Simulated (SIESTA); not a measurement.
**SrVO3 under changes of volume**

One of the cells (11.333 Å³/atom); the others are scaled copies at fixed shape and fractional positions:

```
Sr V O
1.0
     3.84090    0.00000    0.00000
     0.00000    3.84090    0.00000
     0.00000    0.00000    3.84090
Sr V O
1 1 3
Direct
  0.50000 0.50000 0.50000
  0.00000 0.00000 0.00000
  0.00000 0.00000 0.50000
  0.00000 0.50000 0.00000
  0.50000 0.00000 0.00000
```

```yaml
Program: SIESTA 5.4.2
Functional: LDA
Potentials_or_basis: PseudoDojo 0.4 standard (LDA files)
Basis: DZP (energy shift 0.003 Ry; two zetas on semicore shells; d shell added on Sr)
Grid_cutoff: 800 Ry
Energy_shift: 0.003 Ry
k_mesh: 5 × 5 × 5
Occupations: fermi-dirac, width 0.05 eV
Spin: collinear spin, ferromagnetic start
Starting_moments: "[0.0, 2.0, 0.0, 0.0, 0.0] μB"
```

| volume (Å³/atom) | energy over the lowest point (meV/atom) | pressure (GPa) | moment (μB per cell) |
| --- | --- | --- | --- |
| 10.653 | 4.42 | 5.4 | 0.64 |
| 10.879 | 0.00 | 0.6 | 0.71 |
| 11.106 | 2.18 | -3.7 | 0.73 |
| 11.333 | 10.09 | -7.5 | 0.74 |
| 11.559 | 23.23 | -11.0 | 0.75 |
| 11.786 | 41.00 | -14.1 | 0.75 |
| 12.013 | ? | ? | ? |

What does the run at 12.013 Å³/atom give?

Energy over the lowest point 62.92 meV/atom; pressure -16.9 GPa; moment 0.75 μB per cell.

Worked out: A Birch-Murnaghan fit of order 3 (a polynomial in V^(-2/3)) to the other rows has its minimum at 10.91 Å³/atom with B0 = V·E''(V) = 218 GPa and B' = 4.6. It gives 62.91 meV/atom at 12.013 Å³/atom, against the run's 62.92, and -dE/dV = -16.8 GPa, against -16.9. A parabola through the other rows of the moment, of slope -0.13 μB per Å³/atom there, extrapolates to 0.72 μB, against the run's 0.75. The fit is too stiff a form for this range.

Energies are extrapolated to zero smearing.

Caveats: the basis of atomic orbitals isn't converged, which shifts pressures, moduli and gaps.
